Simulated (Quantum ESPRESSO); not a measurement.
# SrO (Fm-3m) in Quantum ESPRESSO: notebook

One crystal, SrO, is run at these levels: PBEsol; tasks: single point, equation of state.

Everything below comes from runs of Quantum ESPRESSO 7.5. Logs are shortened: lines on timing, memory, paths and dates and some standing lists are left out, and cuts for length are marked.

### Step 1. The structure

It takes space group Fm-3m (No. 225, cubic). Conventional cell: a = 5.133 Å, b = 5.133 Å, c = 5.133 Å, α = 90.00°, β = 90.00°, γ = 90.00°. Sr (site symmetry m-3m) has 6 O at 2.57 Å as nearest neighbours. O (site symmetry m-3m) has 6 Sr at 2.57 Å as nearest neighbours.

### Step 2. Single point, PBEsol, 15.89 Å³/atom

pw.in reads:

```
&CONTROL
  calculation = 'scf'
  prefix = 'pwscf'
  outdir = './tmp'
  pseudo_dir = './pseudo'
  tprnfor = .true.
  tstress = .true.
  disk_io = 'nowf'
/
&SYSTEM
  ibrav = 0
  nat = 2
  ntyp = 2
  ecutwfc = 84
  nbnd = 14
  occupations = 'smearing'
  smearing = 'fd'
  degauss = 0.00367493
/
&ELECTRONS
  conv_thr = 4d-10
  electron_maxstep = 120
  mixing_beta = 0.5
/
ATOMIC_SPECIES
Sr    87.6200 Sr.upf
O     15.9990 O.upf
CELL_PARAMETERS angstrom
   0.0000000000    2.5139118308    2.5139118308
   2.5139118308    0.0000000000    2.5139118308
   2.5139118308    2.5139118308    0.0000000000
ATOMIC_POSITIONS crystal
Sr     0.5000000000    0.5000000000    0.5000000000
O      0.0000000000    0.0000000000    0.0000000000
K_POINTS automatic
9 9 9 0 0 0
```

Potentials or basis: PseudoDojo 0.4.1 SR PBEsol standard.

The run is started by

```sh
$ OMP_NUM_THREADS=1 pw.x -in pw.in > pw.out
```

pw.out:

```text
This program is part of the open-source Quantum ESPRESSO suite
     for quantum simulation of materials; please cite
         "P. Giannozzi et al., J. Phys.:Condens. Matter 21 395502 (2009);
         "P. Giannozzi et al., J. Phys.:Condens. Matter 29 465901 (2017);
         "P. Giannozzi et al., J. Chem. Phys. 152 154105 (2020);
     in publications or presentations arising from this work. More details at

     Message from routine setup:
     using ibrav=0 with symmetry is DISCOURAGED, use correct ibrav instead

     G-vector sticks info
     --------------------
     sticks:   dense  smooth     PW     G-vecs:    dense   smooth      PW
     Sum        1039    1039    313                22227    22227    3695

     Using Slab Decomposition

     bravais-lattice index     =            0
     lattice parameter (alat)  =       6.7184  a.u.
     unit-cell volume          =     214.4256 (a.u.)^3
     number of atoms/cell      =            2
     number of atomic types    =            2
     number of electrons       =        16.00
     number of Kohn-Sham states=           14
     kinetic-energy cutoff     =      84.0000  Ry
     charge density cutoff     =     336.0000  Ry
     scf convergence threshold =      4.0E-10
     mixing beta               =       0.5000
     number of iterations used =            8  plain     mixing
     Exchange-correlation= PBESOL
                           (   1   4  10   8   0   0   0)

     celldm(1)=   6.718370  celldm(2)=   0.000000  celldm(3)=   0.000000
     celldm(4)=   0.000000  celldm(5)=   0.000000  celldm(6)=   0.000000

     crystal axes: (cart. coord. in units of alat)
               a(1) = (   0.000000   0.707107   0.707107 )
               a(2) = (   0.707107   0.000000   0.707107 )
               a(3) = (   0.707107   0.707107   0.000000 )

     reciprocal axes: (cart. coord. in units 2 pi/alat)
               b(1) = ( -0.707107  0.707107  0.707107 )
               b(2) = (  0.707107 -0.707107  0.707107 )
               b(3) = (  0.707107  0.707107 -0.707107 )

     PseudoPot. # 1 for Sr read from file:
     Sr.upf
     Pseudo is Norm-conserving + core correction, Zval = 10.0
     Generated using ONCVPSP code by D. R. Hamann
     Using radial grid of 1834 points,  6 beta functions with:
                l(1) =   0
                l(2) =   0
                l(3) =   1
                l(4) =   1
                l(5) =   2
                l(6) =   2

     PseudoPot. # 2 for O  read from file:
     O.upf
     Pseudo is Norm-conserving + core correction, Zval =  6.0
     Generated using ONCVPSP code by D. R. Hamann
     Using radial grid of  936 points,  5 beta functions with:
                l(1) =   0
                l(2) =   0
                l(3) =   1
                l(4) =   1
                l(5) =   2

     atomic species   valence    mass     pseudopotential
     Sr               10.00    87.62000     Sr( 1.00)
     O                 6.00    15.99900     O ( 1.00)

     48 Sym. Ops., with inversion, found

   Cartesian axes

     site n.     atom                  positions (alat units)
         1        Sr     tau(   1) = (   0.7071068   0.7071068   0.7071068  )
         2        O      tau(   2) = (   0.0000000   0.0000000   0.0000000  )

     number of k points=    35  Fermi-Dirac smearing, width (Ry)=  0.0037
                       cart. coord. in units 2pi/alat
        k(    1) = (   0.0000000   0.0000000   0.0000000), wk =   0.0027435
        k(    2) = (   0.0785674   0.0785674  -0.0785674), wk =   0.0219479
        k(    3) = (   0.1571348   0.1571348  -0.1571348), wk =   0.0219479
        k(    4) = (   0.2357023   0.2357023  -0.2357023), wk =   0.0219479
        k(    5) = (   0.3142697   0.3142697  -0.3142697), wk =   0.0219479
        k(    6) = (   0.1571348   0.0000000  -0.0000000), wk =   0.0164609
[... 27 lines left out ...]
        k(   34) = (  -0.0000000  -0.4714045   0.6285394), wk =   0.0658436
        k(   35) = (  -0.0785674  -0.3928371   0.7071068), wk =   0.0658436

     Dense  grid:    22227 G-vectors     FFT dimensions: (  40,  40,  40)

     Initial potential from superposition of free atoms

     starting charge      15.9922, renormalised to      16.0000
     Starting wfcs are    9 randomized atomic wfcs +    5 random wfcs

     Self-consistent Calculation

     iteration #  1     ecut=    84.00 Ry     beta= 0.50
     Davidson diagonalization with overlap
     ethr =  1.00E-02,  avg # of iterations =  7.2

     total energy              =    -101.41116416 Ry
     estimated scf accuracy    <       0.55419983 Ry

     iteration #  2     ecut=    84.00 Ry     beta= 0.50
     Davidson diagonalization with overlap
     ethr =  3.46E-03,  avg # of iterations =  2.2

     total energy              =    -101.54612663 Ry
     estimated scf accuracy    <       0.36949498 Ry

     iteration #  3     ecut=    84.00 Ry     beta= 0.50
     Davidson diagonalization with overlap
     ethr =  2.31E-03,  avg # of iterations =  1.9

     total energy              =    -101.61558000 Ry
     estimated scf accuracy    <       0.00865243 Ry

     iteration #  4     ecut=    84.00 Ry     beta= 0.50
     Davidson diagonalization with overlap
     ethr =  5.41E-05,  avg # of iterations =  3.0

     total energy              =    -101.61712558 Ry
     estimated scf accuracy    <       0.00521354 Ry

     iteration #  5     ecut=    84.00 Ry     beta= 0.50
     Davidson diagonalization with overlap
     ethr =  3.26E-05,  avg # of iterations =  1.0

     total energy              =    -101.61742091 Ry
     estimated scf accuracy    <       0.00028953 Ry

     iteration #  6     ecut=    84.00 Ry     beta= 0.50
     Davidson diagonalization with overlap
     ethr =  1.81E-06,  avg # of iterations =  2.7

     total energy              =    -101.61746061 Ry
     estimated scf accuracy    <       0.00000158 Ry

     iteration #  7     ecut=    84.00 Ry     beta= 0.50
     Davidson diagonalization with overlap
     ethr =  9.90E-09,  avg # of iterations =  2.0

     total energy              =    -101.61745888 Ry
     estimated scf accuracy    <       0.00000642 Ry

     iteration #  8     ecut=    84.00 Ry     beta= 0.50
     Davidson diagonalization with overlap
     ethr =  9.90E-09,  avg # of iterations =  2.0

     total energy              =    -101.61745974 Ry
     estimated scf accuracy    <       0.00000003 Ry

     iteration #  9     ecut=    84.00 Ry     beta= 0.50
     Davidson diagonalization with overlap
     ethr =  1.94E-10,  avg # of iterations =  2.0

     total energy              =    -101.61745974 Ry
     estimated scf accuracy    <       0.00000001 Ry

     iteration # 10     ecut=    84.00 Ry     beta= 0.50
     Davidson diagonalization with overlap
     ethr =  6.86E-11,  avg # of iterations =  1.9

     total energy              =    -101.61745975 Ry
     estimated scf accuracy    <          8.6E-10 Ry

     iteration # 11     ecut=    84.00 Ry     beta= 0.50
     Davidson diagonalization with overlap
     ethr =  5.36E-12,  avg # of iterations =  1.9

     End of self-consistent calculation

          k = 0.0000 0.0000 0.0000 (  2741 PWs)   bands (ev):

   -23.3218  -6.3777  -4.8891  -4.8891  -4.8891   8.6299   8.6299   8.6299
    12.9909  14.9912  14.9912  14.9912  17.3487  17.3487

          k = 0.0786 0.0786-0.0786 (  2758 PWs)   bands (ev):

   -23.3000  -6.6869  -4.9007  -4.9007  -4.6317   8.2403   8.4527   8.4527
    13.5800  14.8371  15.2528  15.2528  17.7122  17.7122

          k = 0.1571 0.1571-0.1571 (  2788 PWs)   bands (ev):

   -23.2442  -7.2494  -4.9296  -4.9296  -4.2012   7.4654   8.0472   8.0472
    14.7249  14.9299  15.9851  15.9851  18.6469  18.6469

          k = 0.2357 0.2357-0.2357 (  2788 PWs)   bands (ev):

   -23.1796  -7.7393  -4.9619  -4.9619  -3.8619   6.7636   7.6428   7.6428
    14.9956  16.3639  16.9905  16.9905  19.8560  19.8560

          k = 0.3143 0.3143-0.3143 (  2794 PWs)   bands (ev):

   -23.1368  -8.0166  -4.9826  -4.9826  -3.6831   6.3625   7.4033   7.4033
    15.3800  17.3017  17.7976  17.7976  21.0505  21.0505

          k = 0.1571 0.0000-0.0000 (  2766 PWs)   bands (ev):

   -23.2929  -6.7286  -4.9452  -4.9452  -4.5443   7.9253   8.5745   8.5745
    13.6470  14.3600  15.5621  15.5621  17.5309  18.0984

          k = 0.2357 0.0786-0.0786 (  2779 PWs)   bands (ev):

   -23.2487  -7.1067  -4.9993  -4.9744  -4.2834   7.4103   8.2904   8.3780
    14.0530  14.5456  16.1855  16.3069  18.0615  18.9299

          k = 0.3143 0.1571-0.1571 (  2793 PWs)   bands (ev):

   -23.1873  -7.5486  -5.0374  -5.0100  -4.0346   6.9761   7.8055   7.9980
    14.2811  15.7797  17.0544  17.2718  19.1729  19.8680

          k = 0.3928 0.2357-0.2357 (  2793 PWs)   bands (ev):

   -23.1372  -7.8619  -5.0702  -5.0424  -3.8631   6.6606   7.5124   7.6376
    14.9323  16.4642  18.0034  18.1500  20.5744  20.7938

          k =-0.2357-0.3928 0.3928 (  2803 PWs)   bands (ev):

   -23.1228  -7.9515  -5.1259  -5.0121  -3.7953   6.5290   7.4385   7.5466
    15.4053  16.4944  17.9679  18.5802  21.1548  21.4507

          k =-0.1571-0.3143 0.3143 (  2785 PWs)   bands (ev):

   -23.1513  -7.7959  -5.1432  -4.9604  -3.8507   6.6734   7.4647   7.8353
    15.0129  16.3479  17.1361  17.9601  20.4340  20.4863

          k =-0.0786-0.2357 0.2357 (  2791 PWs)   bands (ev):

   -23.2085  -7.4427  -5.1025  -4.9109  -4.0436   7.0953   7.7105   8.2316
    14.5678  15.4093  16.1391  17.0714  18.9978  19.5080

          k =-0.0000-0.1571 0.1571 (  2764 PWs)   bands (ev):

   -23.2670  -7.0071  -5.0063  -4.8871  -4.3514   7.6989   8.0954   8.5023
    14.2762  14.5465  15.4531  16.0779  18.0255  18.4787

          k = 0.3143 0.0000-0.0000 (  2802 PWs)   bands (ev):

   -23.2199  -7.1231  -5.0855  -5.0855  -4.3428   7.2276   8.5109   8.5109
    13.2392  14.7430  17.0322  17.0322  18.0374  19.4365

          k = 0.3928 0.0786-0.0786 (  2782 PWs)   bands (ev):
[... 56 lines left out ...]
   -23.2020  -7.3424  -5.1587  -4.9816  -4.1669   7.1210   7.9593   8.4087
    13.7990  15.2768  16.7626  17.2992  18.7002  19.6860

          k = 0.3928 0.2357-0.0786 (  2778 PWs)   bands (ev):

   -23.1480  -7.5904  -5.2786  -5.0399  -4.0687   6.9725   7.6387   8.1788
    14.1469  16.0823  17.5834  17.9018  19.9642  20.6000

          k =-0.2357-0.3928 0.5500 (  2789 PWs)   bands (ev):

   -23.1124  -7.7445  -5.3170  -5.1186  -4.0132   6.8851   7.5967   7.8543
    14.9516  15.9846  18.3207  18.4665  20.8352  21.7902

          k = 0.4714 0.1571-0.0000 (  2791 PWs)   bands (ev):

   -23.1289  -7.3248  -5.3279  -5.2460  -4.4947   7.4225   8.0243   8.4087
    13.0009  16.2537  18.1660  18.6752  19.4469  20.6277

          k =-0.1571-0.4714 0.6285 (  2789 PWs)   bands (ev):

   -23.0962  -7.3726  -5.5276  -5.3603  -4.3784   7.4591   7.9157   8.2192
    13.6256  16.4051  18.0209  19.2485  20.3068  22.0580

          k =-0.0786-0.3928 0.5500 (  2782 PWs)   bands (ev):

   -23.0882  -7.4511  -5.6474  -5.3067  -4.2261   7.2220   7.8987   8.1406
    14.7243  15.4841  18.1950  19.1218  20.7294  22.2032

          k =-0.0000-0.3143 0.4714 (  2783 PWs)   bands (ev):

   -23.1088  -7.5448  -5.5391  -5.1661  -4.1225   7.0681   7.6499   8.2580
    14.5758  15.8127  17.9681  18.3616  20.5497  22.2610

          k =-0.0786-0.5500 0.7071 (  2794 PWs)   bands (ev):

   -23.0818  -6.9298  -5.8372  -5.4360  -4.8036   8.0365   8.2224   8.4532
    12.5646  17.1180  17.8777  19.7533  20.1818  21.6996

          k =-0.0000-0.4714 0.6285 (  2793 PWs)   bands (ev):

   -23.0761  -7.0810  -5.9131  -5.4507  -4.5011   7.6363   8.2488   8.2892
    13.4317  16.4560  17.7851  20.0303  20.3186  22.2359

          k =-0.0786-0.3928 0.7071 (  2774 PWs)   bands (ev):

   -23.0781  -7.1967  -5.6808  -5.6653  -4.3125   7.3994   8.1671   8.2966
    14.2910  15.4024  17.8687  20.1091  20.5911  22.1508

     the Fermi energy is     9.8045 ev

!    total energy              =    -101.61745975 Ry
     estimated scf accuracy    <          2.5E-11 Ry
     smearing contrib. (-TS)   =      -0.00000000 Ry
     internal energy E=F+TS    =    -101.61745975 Ry

     The total energy is F=E-TS. E is the sum of the following terms:
     one-electron contribution =     -12.93490262 Ry
     hartree contribution      =      15.80559957 Ry
     xc contribution           =     -25.09729909 Ry
     ewald contribution        =     -79.39085761 Ry

     convergence has been achieved in  11 iterations

     Forces acting on atoms (cartesian axes, Ry/au):

     atom    1 type  1   force =     0.00000000    0.00000000    0.00000000
     atom    2 type  2   force =    -0.00000000   -0.00000000   -0.00000000

     Total force =     0.000000     Total SCF correction =     0.000000

     Computing stress (Cartesian axis) and pressure

          total   stress  (Ry/bohr**3)                   (kbar)     P=       57.15
   0.00038847   0.00000000  -0.00000000           57.15        0.00       -0.00
   0.00000000   0.00038847   0.00000000            0.00       57.15        0.00
  -0.00000000   0.00000000   0.00038847           -0.00        0.00       57.15

=------------------------------------------------------------------------------=
   JOB DONE.
=------------------------------------------------------------------------------=
```

It took 22 s on 1 thread of Arm Neoverse V1, shared host; peak memory 0.06 GiB.

Results:

* Free energy: -1382.5760 eV
* Pressure: 5.7 GPa
* Band gap on the k mesh: 3.22 eV, indirect (least direct gap 3.25 eV)

Caveat: an odd mesh through Γ misses points on the zone boundary, where band edges often lie.

### Step 3. Single point, PBEsol, 16.23 Å³/atom

pw.in: that of step 2 with these lines changed.

```diff
@@ -28,5 +28,5 @@
 CELL_PARAMETERS angstrom
-   0.0000000000    2.5139118308    2.5139118308
-   2.5139118308    0.0000000000    2.5139118308
-   2.5139118308    2.5139118308    0.0000000000
+   0.0000000000    2.5316160185    2.5316160185
+   2.5316160185    0.0000000000    2.5316160185
+   2.5316160185    2.5316160185    0.0000000000
 ATOMIC_POSITIONS crystal
```

Potentials or basis: PseudoDojo 0.4.1 SR PBEsol standard.

The run is started by

```sh
$ OMP_NUM_THREADS=1 pw.x -in pw.in > pw.out
```

It took 22 s on 1 thread of Arm Neoverse V1, shared host; peak memory 0.07 GiB.

It converged, with:

| Quantity | Value |
| --- | --- |
| Free energy | -1382.5950 eV |
| Pressure | 3.3 GPa |
| Band gap on the k mesh | 3.24 eV, indirect (least direct gap 3.29 eV) |

Caveat: an odd mesh through Γ misses points on the zone boundary, where band edges often lie.

### Step 4. Single point, PBEsol, 16.56 Å³/atom

pw.in: that of step 3 with these lines changed.

```diff
@@ -28,5 +28,5 @@
 CELL_PARAMETERS angstrom
-   0.0000000000    2.5316160185    2.5316160185
-   2.5316160185    0.0000000000    2.5316160185
-   2.5316160185    2.5316160185    0.0000000000
+   0.0000000000    2.5490759911    2.5490759911
+   2.5490759911    0.0000000000    2.5490759911
+   2.5490759911    2.5490759911    0.0000000000
 ATOMIC_POSITIONS crystal
```

The run is started by

```sh
$ OMP_NUM_THREADS=1 pw.x -in pw.in > pw.out
```

It took 22 s on 1 thread of Arm Neoverse V1, shared host; peak memory 0.07 GiB.

The run converged. Its results:

- Free energy: -1382.6045 eV
- Pressure: 1.2 GPa
- Band gap on the k mesh: 3.25 eV, indirect (least direct gap 3.32 eV)

Caveat: an odd mesh through Γ misses points on the zone boundary, where band edges often lie.

### Step 5. Single point, PBEsol, 16.90 Å³/atom

pw.in: that of step 4 with these lines changed.

```diff
@@ -28,5 +28,5 @@
 CELL_PARAMETERS angstrom
-   0.0000000000    2.5490759911    2.5490759911
-   2.5490759911    0.0000000000    2.5490759911
-   2.5490759911    2.5490759911    0.0000000000
+   0.0000000000    2.5663000000    2.5663000000
+   2.5663000000    0.0000000000    2.5663000000
+   2.5663000000    2.5663000000    0.0000000000
 ATOMIC_POSITIONS crystal
```

The run is started by

```sh
$ OMP_NUM_THREADS=1 pw.x -in pw.in > pw.out
```

Run time: 32 s. Hardware: 1 thread of Arm Neoverse V1, shared host; peak memory 0.07 GiB.

Results (log left out):

```
Free energy            : -1382.6054 eV
Pressure               : -0.8 GPa
Band gap on the k mesh : 3.27 eV, indirect (least direct gap 3.35 eV)
```

Caveat: an odd mesh through Γ misses points on the zone boundary, where band edges often lie.

### Step 6. Single point, PBEsol, 17.24 Å³/atom

pw.in: that of step 5 with these lines changed.

```diff
@@ -28,5 +28,5 @@
 CELL_PARAMETERS angstrom
-   0.0000000000    2.5663000000    2.5663000000
-   2.5663000000    0.0000000000    2.5663000000
-   2.5663000000    2.5663000000    0.0000000000
+   0.0000000000    2.5832958595    2.5832958595
+   2.5832958595    0.0000000000    2.5832958595
+   2.5832958595    2.5832958595    0.0000000000
 ATOMIC_POSITIONS crystal
```

Potentials or basis: PseudoDojo 0.4.1 SR PBEsol standard.

The run is started by

```sh
$ OMP_NUM_THREADS=1 pw.x -in pw.in > pw.out
```

It took 32 s on 1 thread of Arm Neoverse V1, shared host; peak memory 0.07 GiB.

The run converged. Its results:

- Free energy: -1382.5987 eV
- Pressure: -2.5 GPa
- Band gap on the k mesh: 3.28 eV, indirect (least direct gap 3.37 eV)

Caveat: an odd mesh through Γ misses points on the zone boundary, where band edges often lie.

### Step 7. Single point, PBEsol, 17.58 Å³/atom

pw.in: that of step 6 with these lines changed.

```diff
@@ -28,5 +28,5 @@
 CELL_PARAMETERS angstrom
-   0.0000000000    2.5832958595    2.5832958595
-   2.5832958595    0.0000000000    2.5832958595
-   2.5832958595    2.5832958595    0.0000000000
+   0.0000000000    2.6000709780    2.6000709780
+   2.6000709780    0.0000000000    2.6000709780
+   2.6000709780    2.6000709780    0.0000000000
 ATOMIC_POSITIONS crystal
```

The run is started by

```sh
$ OMP_NUM_THREADS=1 pw.x -in pw.in > pw.out
```

It took 33 s on 1 thread of Arm Neoverse V1, shared host; peak memory 0.07 GiB.

Results (log left out):

- Free energy: -1382.5850 eV
- Pressure: -4.0 GPa
- Band gap on the k mesh: 3.29 eV, indirect (least direct gap 3.39 eV)

Caveat: an odd mesh through Γ misses points on the zone boundary, where band edges often lie.

### Step 8. Single point, PBEsol, 17.92 Å³/atom

pw.in: that of step 7 with these lines changed.

```diff
@@ -28,5 +28,5 @@
 CELL_PARAMETERS angstrom
-   0.0000000000    2.6000709780    2.6000709780
-   2.6000709780    0.0000000000    2.6000709780
-   2.6000709780    2.6000709780    0.0000000000
+   0.0000000000    2.6166323862    2.6166323862
+   2.6166323862    0.0000000000    2.6166323862
+   2.6166323862    2.6166323862    0.0000000000
 ATOMIC_POSITIONS crystal
```

The run is started by

```sh
$ OMP_NUM_THREADS=1 pw.x -in pw.in > pw.out
```

It took 34 s on 1 thread of Arm Neoverse V1, shared host; peak memory 0.07 GiB.

The run converged. Its results:

* Free energy: -1382.5653 eV
* Pressure: -5.4 GPa
* Band gap on the k mesh: 3.29 eV, indirect (least direct gap 3.41 eV)

Caveat: an odd mesh through Γ misses points on the zone boundary, where band edges often lie.

### Step 9. Equation of state, PBEsol

Potentials or basis: PseudoDojo 0.4.1 SR PBEsol standard.

This step only gathers the single runs of the series.

What came out:

```yaml
Equilibrium_volume: 16.77 Å³/atom
Bulk_modulus: 94 GPa
Pressure_derivative_of_the_bulk_modulus: 4.5
```

Energy against volume, from the lowest point:
| volume (Å³/atom) | energy (meV/atom) |
| --- | --- |
| 15.887 | 14.72 |
| 16.225 | 5.19 |
| 16.563 | 0.45 |
| 16.901 | 0.00 |
| 17.239 | 3.38 |
| 17.577 | 10.19 |
| 17.915 | 20.07 |
